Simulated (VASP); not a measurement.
# KCl (Fm-3m) in VASP: a series of runs

Aim: see how the results for KCl move with the level of theory and the settings. Levels: PBEsol, LDA, PBE, PBE+D3(BJ). Tasks: relaxation of cell and atoms.

All numbers are computed with VASP 6.6.1; they aren't measurements. Logs are shortened: lines on timing, memory, paths and dates and some standing lists are left out, and cuts for length are marked.

## Step 1: The structure

The structure is cubic, space group Fm-3m (No. 225). The conventional cell has a = 6.268 Å, b = 6.268 Å, c = 6.268 Å, α = 90.00°, β = 90.00°, γ = 90.00°. K (site symmetry m-3m) is surrounded by 6 Cl at 3.13 Å. Cl (site symmetry m-3m) has 6 K at 3.13 Å as nearest neighbours.

## Step 2: Relaxation of cell and atoms, PBEsol

Contents of INCAR:

```
PREC = Accurate
ENCUT = 600
EDIFF = 1E-7
ISMEAR = 0
SIGMA = 0.02
LREAL = False
LASPH = True
NELM = 60
ALGO = Normal
ISIF = 3
LWAVE = False
LCHARG = False
GGA = PS
IBRION = 2
NSW = 90
EDIFFG = -0.005
```

Contents of KPOINTS:

```
Automatic mesh
0
Gamma
  6 6 6
```

Contents of POSCAR:

```
KCl
1.0
    0.0000000000      3.1341000000      3.1341000000
    3.1341000000      0.0000000000      3.1341000000
    3.1341000000      3.1341000000      0.0000000000
K Cl
1 1
Direct
    0.0000000000      0.0000000000      0.0000000000
    0.5000000000      0.5000000000      0.5000000000
```

Potentials or basis: VASP PAW PBE potentials, release 64 (K_sv, Cl).

Launch:

```
> cat potpaw_PBE.64/K_sv/POTCAR potpaw_PBE.64/Cl/POTCAR > POTCAR
> mpirun -np 1 vasp_std > vasp.out
```

OUTCAR:

```text
PREC = Accurate
   ENCUT = 600
   EDIFF = 1E-7
   ISMEAR = 0
   LREAL = False
   LASPH = True
   NELM = 60
   ISIF = 3
   GGA = PS
   IBRION = 2
   NSW = 90
   EDIFFG = -0.005

 ion  position               nearest neighbor table
   1  0.000  0.000  0.000-   2 3.13   2 3.13   2 3.13   2 3.13   2 3.13   2 3.13
   2  0.500  0.500  0.500-   1 3.13   1 3.13   1 3.13   1 3.13   1 3.13   1 3.13

  LATTYP: Found a face centered cubic cell.
 ALAT       =     6.2682000000

  Lattice vectors:

 A1 = (   0.0000000000,   3.1341000000,   3.1341000000)
 A2 = (   3.1341000000,   0.0000000000,   3.1341000000)
 A3 = (   3.1341000000,   3.1341000000,   0.0000000000)

Analysis of symmetry for initial positions (statically):
=====================================================================
 Subroutine PRICEL returns:
 Original cell was already a primitive cell.

 Routine SETGRP: Setting up the symmetry group for a
 face centered cubic supercell.

 Subroutine GETGRP returns: Found 48 space group operations
 (whereof 48 operations were pure point group operations)
 out of a pool of 48 trial point group operations.

The static configuration has the point symmetry O_h .

Analysis of symmetry for dynamics (positions and initial velocities):
=====================================================================
 Subroutine PRICEL returns:
 Original cell was already a primitive cell.

 Routine SETGRP: Setting up the symmetry group for a
 face centered cubic supercell.

 Subroutine GETGRP returns: Found 48 space group operations
 (whereof 48 operations were pure point group operations)
 out of a pool of 48 trial point group operations.

The dynamic configuration has the point symmetry O_h .

 Subroutine INISYM returns: Found 48 space group operations
 (whereof 48 operations are pure point group operations),
 and found     1 'primitive' translations

----------------------------------------------------------------------------------------

                                     Primitive cell

  volume of cell :      61.5699

  direct lattice vectors                    reciprocal lattice vectors
     0.000000000  3.134100000  3.134100000    -0.159535433  0.159535433  0.159535433
     3.134100000  0.000000000  3.134100000     0.159535433 -0.159535433  0.159535433
     3.134100000  3.134100000  0.000000000     0.159535433  0.159535433 -0.159535433

  length of vectors
     4.432286726  4.432286726  4.432286726     0.276323475  0.276323475  0.276323475

  position of ions in fractional coordinates (direct lattice)
     0.000000000  0.000000000  0.000000000
     0.500000000  0.500000000  0.500000000

  ion indices of the primitive-cell ions
   primitive index   ion index
                 1           1
                 2           2

----------------------------------------------------------------------------------------

 KPOINTS: Automatic mesh

Automatic generation of k-mesh.
 Grid dimensions read from file:
 generate k-points for:    6    6    6

 Generating k-lattice:

  Cartesian coordinates                     Fractional coordinates (reciprocal lattice)
    -0.026589239  0.026589239  0.026589239     0.166666667  0.000000000  0.000000000
     0.026589239 -0.026589239  0.026589239     0.000000000  0.166666667  0.000000000
     0.026589239  0.026589239 -0.026589239     0.000000000  0.000000000  0.166666667

  Length of vectors
     0.046053913  0.046053913  0.046053913

  Shift w.r.t. Gamma in fractional coordinates (k-lattice)
     0.000000000  0.000000000  0.000000000

 Subroutine IBZKPT returns following result:
 ===========================================

 Found     16 irreducible k-points:

 Following reciprocal coordinates:
            Coordinates               Weight
  0.000000  0.000000  0.000000      1.000000
  0.166667  0.000000  0.000000      8.000000
  0.333333  0.000000  0.000000      8.000000
  0.500000  0.000000  0.000000      4.000000
  0.166667  0.166667  0.000000      6.000000
  0.333333  0.166667  0.000000     24.000000
[... 8 lines left out ...]
 -0.333333  0.333333  0.166667     24.000000
 -0.333333  0.500000  0.166667     12.000000
   k-points           NKPTS =     16   k-points in BZ     NKDIM =     16   number of bands    NBANDS=     12
   number of dos      NEDOS =    301   number of ions     NIONS =      2
   total plane-waves  NPLWV =  46656
   dimension x,y,z NGX =    36 NGY =   36 NGZ =   36
   dimension x,y,z NGXF=    72 NGYF=   72 NGZF=   72
   ions per type =               1   1
   NGX,Y,Z   is equivalent  to a cutoff of  13.50, 13.50, 13.50 a.u.
   NGXF,Y,Z  is equivalent  to a cutoff of  27.01, 27.01, 27.01 a.u.
 SYSTEM =  unknown system
   PREC   = accura    normal or accurate (medium, high low for compatibility)
   ISTART =      0    job   : 0-new  1-cont  2-samecut
   ICHARG =      2    charge: 1-file 2-atom 10-const
   ISPIN  =      1    spin polarized calculation?
   LNONCOLLINEAR =      F non collinear calculations
   LSORBIT =      F    spin-orbit coupling
   LASPH  =      T    aspherical Exc in radial PAW
   ENCUT  =  600.0 eV  44.10 Ry    6.64 a.u.   8.85  8.85  8.85*2*pi/ulx,y,z
   NELM   =     60;   NELMIN=  2; NELMDL= -5     # of ELM steps
   EDIFF  = 0.1E-06   stopping-criterion for ELM
   LREAL  =      F    real-space projection
   EDIFFG = -.5E-02   stopping-criterion for IOM
   NSW    =     90    number of steps for IOM
   IBRION =      2    ionic relax: 0-MD 1-quasi-New 2-CG
   NFREE  =      1    steps in history (QN), initial steepest desc. (CG)
   ISIF   =      3    stress and relaxation
   ISYM   =      2    0-nonsym 1-usesym 2-fastsym
   POTIM  = 0.5000    time-step for ionic-motion
   TEBEG  =    0.0;   TEEND  =   0.0 temperature during run
   PSTRESS=    0.0 pullay stress
   NELECT =      16.0000    total number of electrons
   NUPDOWN=      -1.0000    fix difference up-down
   EMIN   =  10.00;   EMAX   =-10.00  energy-range for DOS
   EFERMI =   0.00;   METHOD = LEGACY
   ISMEAR =     0;   SIGMA  =   0.02  broadening in eV -4-tet -1-fermi 0-gaus
   EFERMI_NEDOS =   21; number of points for ismear=-14 and -15
   IALGO  =     38    algorithm
   IMIX   =      4    mixing-type and parameters
     AMIX     =   0.40;   BMIX     =  1.00
     AMIX_MAG =   1.60;   BMIX_MAG =  1.00
  volume/ion in A,a.u.               =      30.78       207.75
  Fermi-wavevector in a.u.,A,eV,Ry     =   1.044701  1.974198 14.849399  1.091400
  Thomas-Fermi vector in A             =   2.179465
   LORBIT       =      0    0 simple, 1 ext, 2 COOP (PROOUT), +10 PAW based schemes
   GGA     = PS    functional components
   LHFCALC =     F    Hartree Fock is set to
   AEXX    =    0.0000 exact exchange contribution
   IVDW    =     0    specifies the selected vdW correction
   LEPSILON=     F    determine dielectric tensor
   LRPA    =     F    only Hartree local field effects (RPA)
 conjugate gradient relaxation of ions
 non-spin polarized calculation
 Gauss-broadening in eV      SIGMA  =   0.02
  energy-cutoff  :      600.00
  volume of cell :       61.57
 maximum number of plane-waves:      2085
   NGX = 17   NGY = 17   NGZ = 17

--------------------------------------- Ionic step        1  -------------------------------------------

 number of electron      16.0000002 magnetization

 Free energy of the ion-electron system (eV)
  ---------------------------------------------------
  ext. energy  EPLUGINS =         0.00000000
  ---------------------------------------------------
  free energy    TOTEN  =        -7.02316482 eV

  energy without entropy =       -7.02316482  energy(sigma->0) =       -7.02316482

------------------------ aborting loop because EDIFF is reached ----------------------------------------

  FORCE on cell =-STRESS in cart. coord.  units (eV):
  Direction    XX          YY          ZZ          XY          YZ          ZX
  --------------------------------------------------------------------------------------
  -------------------------------------------------------------------------------------
  Total       -0.0505991     -0.0505991     -0.0505991      0.0000000     -0.0000000      0.0000000
  in kB       -1.3166947     -1.3166947     -1.3166947      0.0000000     -0.0000000      0.0000000
  external PRESSURE =      -1.3166947 kB  Pullay stress =       0.0000000 kB

 VOLUME and BASIS-vectors are now :
 -----------------------------------------------------------------------------
  energy-cutoff  :      600.00
  volume of cell :       61.57
      direct lattice vectors                 reciprocal lattice vectors
     0.000000000  3.134100000  3.134100000    -0.159535433  0.159535433  0.159535433
     3.134100000  0.000000000  3.134100000     0.159535433 -0.159535433  0.159535433
     3.134100000  3.134100000  0.000000000     0.159535433  0.159535433 -0.159535433
[... 37 lines left out ...]
 POSITION                                       TOTAL-FORCE (eV/Angst)
 -----------------------------------------------------------------------------------
      6.26055      6.26055      6.26055         0.000000      0.000000      0.000000
      3.13027      3.13027      3.13027        -0.000000     -0.000000     -0.000000
 -----------------------------------------------------------------------------------
    total drift:                                0.000000      0.000000      0.000000

  FREE ENERGIE OF THE ION-ELECTRON SYSTEM (eV)
  ---------------------------------------------------
  free  energy   TOTEN  =        -7.0233096495 eV

  energy  without entropy=       -7.0233096495  energy(sigma->0) =       -7.02330965

--------------------------------------- Ionic step        3  -------------------------------------------

 number of electron      16.0000002 magnetization

 Free energy of the ion-electron system (eV)
  ---------------------------------------------------
  ext. energy  EPLUGINS =         0.00000000
  ---------------------------------------------------
  free energy    TOTEN  =        -7.02335690 eV

  energy without entropy =       -7.02335690  energy(sigma->0) =       -7.02335690

 E-fermi :  -1.7198     XC(G=0):  -7.7991

 val. band max:       -1.8334150835   @ k =   0.0000   0.0000   0.0000
 cond. band min:       3.2475113787   @ k =   0.0000   0.0000   0.0000
 fundamental gap:      5.0809264623
 Fermi energy:        -1.7198289504

 k-point     1 :       0.0000    0.0000    0.0000
  band No.  band energies     occupation
      1     -28.8338      2.00000
      2     -13.9456      2.00000
      3     -12.3611      2.00000
      4     -12.3611      2.00000
      5     -12.3611      2.00000
      6      -1.8334      2.00000
      7      -1.8334      2.00000
      8      -1.8334      2.00000
      9       3.2475      0.00000
     10       6.4675      0.00000
     11       6.4675      0.00000
     12       6.4675      0.00000

 k-point     2 :       0.1667    0.0000    0.0000
  band No.  band energies     occupation
      1     -28.8307      2.00000
      2     -13.9980      2.00000
      3     -12.3636      2.00000
      4     -12.3636      2.00000
      5     -12.2944      2.00000
      6      -2.1695      2.00000
      7      -1.9257      2.00000
      8      -1.9257      2.00000
      9       3.9014      0.00000
     10       6.2815      0.00000
     11       6.8216      0.00000
     12       6.8216      0.00000
[... 230 lines left out ...]
 POSITION                                       TOTAL-FORCE (eV/Angst)
 -----------------------------------------------------------------------------------
      0.00000      0.00000      0.00000         0.000000     -0.000000     -0.000000
      3.12744      3.12744      3.12744        -0.000000      0.000000      0.000000
 -----------------------------------------------------------------------------------
    total drift:                                0.000000      0.000000      0.000000

  FREE ENERGIE OF THE ION-ELECTRON SYSTEM (eV)
  ---------------------------------------------------
  free  energy   TOTEN  =        -7.0233569032 eV

  energy  without entropy=       -7.0233569032  energy(sigma->0) =       -7.02335690

 reached required accuracy - stopping structural energy minimisation
```

Run time: 29 s. Hardware: 1 thread of Intel Xeon Platinum 8488C (Sapphire Rapids), shared host; peak memory 0.21 GiB.

What came out:

| Item | Value |
| --- | --- |
| Free energy | -7.0234 eV |
| Relaxed volume | 30.59 Å³/atom |
| Relaxed cell | a = 4.423 Å, b = 4.423 Å, c = 4.423 Å, α = 60.00°, β = 60.00°, γ = 60.00° |
| Space group after relaxing (to 0.05 Å) | Fm-3m (No. 225) |
| Energy gained by relaxing | 0.1 meV/atom |
| Ionic steps | 3 |
| Pressure after relaxing | 0.0 GPa |
| Band gap on the k mesh | 5.08 eV, direct |

Step by step:
| step | energy change (eV) | largest force (eV/Å) | pressure (GPa) | volume (Å³) |
| --- | --- | --- | --- | --- |
| 1 | 0.0000 | 0.0000 | -0.13 | 61.57 |
| 2 | -0.0001 | 0.0000 | -0.07 | 61.34 |
| 3 | -0.0002 | 0.0000 | -0.02 | 61.18 |

Final structure:
```
K Cl
1.0
     0.00000    3.12744    3.12744
     3.12744    0.00000    3.12744
     3.12744    3.12744    0.00000
K Cl
1 1
Direct
  0.00000 0.00000 0.00000
  0.50000 0.50000 0.50000
```

Levels at points of the mesh, in eV from the valence-band top:
| k point | band 4 | band 5 | band 6 | band 7 | band 8 | band 9 | band 10 | band 11 | band 12 |
| --- | --- | --- | --- | --- | --- | --- | --- | --- | --- |
| (0.00, 0.00, 0.00) | -10.53 | -10.53 | 0.00 | 0.00 | 0.00 | 5.08 | 8.30 | 8.30 | 8.30 |
| (0.50, 0.00, 0.00) | -10.54 | -10.28 | -1.12 | -0.35 | -0.35 | 7.48 | 8.56 | 10.54 | 10.54 |
| (0.50, 0.50, 0.00) | -10.59 | -10.59 | -0.69 | -0.23 | -0.23 | 6.38 | 8.31 | 10.01 | 10.22 |

Caveat: the PAW data sets were made with another functional, which shifts forces and pressure a little.

[end of part 1 of 2]
